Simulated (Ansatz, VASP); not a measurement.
**Two plane-wave programs on Si**

INCAR

```
ALGO = Normal
EDIFF = 1E-6
ENCUT = 520
GGA = PE
ISIF = 2
ISMEAR = 0
IVDW = 12
LASPH = T
LCHARG = F
LREAL = F
LWAVE = F
NBANDS = 11
NELM = 100
PREC = Accurate
SIGMA = 0.1
```

File KPOINTS:

```
k-points
0
Gamma
  9 9 4
```

POSCAR

```
Si
1.0
    2.6655775094      0.0000000000      0.0000000000
   -1.3327887547      2.3084578389      0.0000000000
    0.0000000000      0.0000000000      4.5062692700
Si
2
Direct
    0.3333333300      0.6666666700      0.2500000000
    0.6666666700      0.3333333300      0.7500000000
```

Input for Ansatz:

```yaml
crystal:
  lattice:
    - [2.6655775094, 0.0, 0.0]
    - [-1.3327887547, 2.3084578389, 0.0]
    - [0.0, 0.0, 4.50626927]
  atoms:
    - { symbol: Si, position: [0.33333333, 0.66666667, 0.25] }
    - { symbol: Si, position: [0.66666667, 0.33333333, 0.75] }
basis:
  ecutwfc: 420
kpoints:
  mp_grid: { grid: [9, 9, 4] }
hamiltonian:
  xc: pbe
  dispersion: d3bj
scf:
  occupations: { method: gaussian, width: 0.1 }
output:
  forces: true
  stress: true
  eigenvalues: true
```

This isn't the form of Si at room conditions, which is diamond.

Alike in both runs: task single point; functional PBE; dispersion D3(BJ); k mesh 9 × 9 × 4; occupations gaussian, width 0.1 eV; no spin polarisation.

|  | VASP | Ansatz |
| --- | --- | --- |
| version | VASP 6.6.1 | Ansatz 0.2.0 |
| potentials or method | VASP PAW PBE potentials, release 64 (Si) | scalar-relativistic, plane waves, PAW |
| plane-wave cutoff (eV) | 520 | 420 |
| valence electrons in the cell | 8 | 8 |

```csv
,VASP,Ansatz,Ansatz less VASP
gap on the k mesh at the Fermi level (eV),none,none,-
pressure (GPa),-2.3,-2.3,+0.04
largest component of the traceless stress (GPa),5.51,5.52,+0.010
```

A gap of «none» marks a metal or a gap that the smearing closes. The functional is the same, so the differences come from potentials, cutoffs and numerics.

Caveats: pairwise dispersion overbinds metals, which lowers pressure and volume.
